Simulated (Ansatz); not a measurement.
The system is BAs.

```
B As
1.0
     2.93437    0.00000    0.00000
     0.00000    2.93437    0.00000
     0.00000    0.00000    2.93437
B As
1 1
Direct
  0.50000 0.50000 0.50000
  0.00000 0.00000 0.00000
```

The cell was built by a generator and needn't be a form met in nature.

Program: Ansatz 0.2.0. Alike in all runs: potentials or basis Ansatz PAW; no spin polarisation; cell as given; k mesh 5 × 5 × 5; smearing fermi-dirac 0.05 eV; the mesh is coarse, so values aren't converged.

Problem. Order these runs on this cell by their pressure, lowest first.
A. level r2SCAN50; cutoff (eV) 500
B. level PBE0; cutoff (eV) 420
C. level HSEsol; cutoff (eV) 420; points for each segment of the path 4
D. level HF; cutoff (eV) 420
E. level r2SCANh; cutoff (eV) 500

Solution. A (-11.1 GPa), C (-8.5 GPa), B (-6.7 GPa), E (-5.0 GPa), D (1.4 GPa).

Caveats: all runs use coarse meshes; the PAW data sets come from PBE, with cores solved anew for the run's functional, which leaves a small shift of forces and pressure; the thresholds are loose for stress.
